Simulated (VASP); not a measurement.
Input of a VASP 6.6.1 run:

INCAR

```
PREC = Accurate ; ENCUT = 520
EDIFF = 1E-7 ; ISMEAR = 0
SIGMA = 0.02 ; LREAL = False
LASPH = True ; NELM = 60
ALGO = Normal ; ISIF = 3
LWAVE = False ; LCHARG = False
GGA = PE ; IVDW = 12
IBRION = 2 ; NSW = 80
EDIFFG = -0.002 ; KPAR = 8
```

Contents of KPOINTS:

```
Automatic mesh
0
Gamma
  9 9 2
```

Contents of POSCAR:

```
GaSe
1.0
    3.7420000000      0.0000000000      0.0000000000
   -1.8710000000      3.2406670600      0.0000000000
    0.0000000000      0.0000000000     15.9190000000
Ga Se
4 4
Direct
    0.3333333300      0.6666666700      0.1770000000
    0.6666666700      0.3333333300      0.6770000000
    0.3333333300      0.6666666700      0.3230000000
    0.6666666700      0.3333333300      0.8230000000
    0.3333333300      0.6666666700      0.6000000000
    0.6666666700      0.3333333300      0.1000000000
    0.3333333300      0.6666666700      0.9000000000
    0.6666666700      0.3333333300      0.4000000000
```

Potentials or basis: VASP PAW PBE potentials, release 64 (Ga, Se).

The run is started by

```sh
$ cat potpaw_PBE.64/Ga/POTCAR potpaw_PBE.64/Se/POTCAR > POTCAR
$ mpirun -np 8 vasp_std > vasp.out
```

Q: Predict the relaxed volume.

A: 24.68 Å³/atom.

Q: Predict the relaxed cell.

A: a = 3.777 Å, b = 3.777 Å, c = 15.984 Å, α = 90.00°, β = 90.00°, γ = 120.00°.

Q: Predict the dispersion energy per atom.

A: -0.289 eV.

Q: Estimate the space group after relaxing (to 0.05 Å).

A: P6_3/mmc (No. 194).

The path:
```csv
step,energy change (eV),largest force (eV/Å),pressure (GPa),volume (Å³)
1,0.0000,1.1807,1.32,193.04
2,-0.1089,0.3637,0.25,198.61
3,-0.1244,0.0236,0.46,197.07
4,-0.1294,0.0528,-0.20,199.17
5,-0.1294,0.0502,-0.18,199.09
6,-0.1312,0.0220,-0.06,198.89
7,-0.1314,0.0253,-0.02,198.81
8,-0.1314,0.0276,-0.01,198.80
9,-0.1316,0.0254,-0.02,198.73
10,-0.1320,0.0188,-0.04,198.54
11,-0.1325,0.0051,-0.07,198.15
12,-0.1321,0.0232,-0.14,197.36
13,-0.1326,0.0030,-0.09,197.92
14,-0.1327,0.0120,0.03,197.41
15,-0.1327,0.0097,0.01,197.51
16,-0.1327,0.0093,0.00,197.52
17,-0.1327,0.0021,0.00,197.47
18,-0.1327,0.0025,0.00,197.45
19,-0.1327,0.0002,0.00,197.44
```

 Zero-point motion and thermal expansion aren't in these numbers.
